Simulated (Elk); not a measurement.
An Elk run on Tc with settings drawn from a wide range, so not all are converged; totals and levels move with the basis, and no second program has checked them. Theory: Elk 11.2.3 with local patches, DFT, Wu-Cohen GGA, all-electron APW+lo, Dirac cores, scalar-relativistic bands with second-variational spin-orbit coupling. Elk's input is in atomic units.

Command: `OMP_NUM_THREADS=1 elk` The run took 0.01 s on 1 thread of Intel(R) Xeon(R) 6975P-C (Granite Rapids) (shared host), peak memory 0.03 GiB.

```
tasks
  0
  110
  115
  195

xctype
  26

rgkmax
  5.5

gmaxvr
  16

lmaxapw
  12

lmaxo
  6

lmaxi
  2

nrmtscf
  1.5

nempty
  6

epspot
  1e-06

epsengy
  1e-05

maxscl
  60

swidth
  0.008

stype
  3

lradstp
  2

mixtype
  3

hmaxvr
  4

tforce
  .true.

autolinengy
  .true.

spinorb
  .true.

sppath
  './'

avec
  0.00000000000 3.66023388278 3.66023388278
  3.66023388278 0.00000000000 3.66023388278
  3.66023388278 3.66023388278 0.00000000000

atoms
  1
  'Tc.in'
  1
  0.000000000000 0.000000000000 0.000000000000   0.000 0.000 0.000

ngridk
  12 12 12
```

Muffin-tin radii in the species files: Tc 1.92 bohr.

The geometry is COD entry 1534910, unchecked; take it as a test cell. The listed cell was then made from it by scaling, straining or moving an atom.

Problem. What does the run give?

Solution. It refused before any iteration.
```
Error(init0): requested spin-polarised run with spin-unpolarised
 exchange-correlation functional
```
